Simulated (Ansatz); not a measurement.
## C: what symmetry allows forces and stress to be

```
CELL_PARAMETERS angstrom
-0.06524 1.92072 1.76022
1.68103 0.01395 1.68103
1.76022 1.92072 -0.06524
ATOMIC_POSITIONS crystal
C 0.48616 0.54832 0.48616
C 0.76384 0.70168 0.76384
```

These are results of Ansatz, DFT PBEsol, scalar-relativistic, plane waves, PAW, not measurements.

Cutoff 420 eV; k points 12×12×12 on the computed 2-atom cell (Γ-centred); Gaussian smearing, width 0.02 eV; no spin polarisation.

This distorted cell has space group C2/m, with 4 operations.

Without a calculation: in which directions can each atom feel a force?

A force must be left unchanged by every operation that keeps its atom in place, so it lies in the space that those operations leave fixed. Atoms that the group maps onto each other feel forces of one size.
```
atom site symmetry operations at the site equivalent to atom allowed force (Cartesian)
  C1              m                       2                   1  in the plane normal to (-0.71, 0.00, 0.71)
  C2              m                       2                   1  in the plane normal to (-0.71, 0.00, 0.71)
```

That leaves 2 independent force components of 6. A relaxation in this cell that keeps the symmetry moves the atoms in these directions alone.

And the stress tensor?

It must be invariant under the point group, which leaves 4 independent components: xx = zz, yz = xy.

Do the computed values obey this?

Yes. Forces (eV/Å):
```
C1  -3.165  1.889 -3.165
C2   3.165 -1.889  3.165
```

Stress (GPa, compression positive, xx yy zz yz xz xy): 14.07 -66.92 14.07 -2.91 49.89 -2.91. The program imposes the same operations on density, forces and stress, so this confirms the analysis and is no independent test of the calculation.

The smearing is narrow for a metal on this mesh.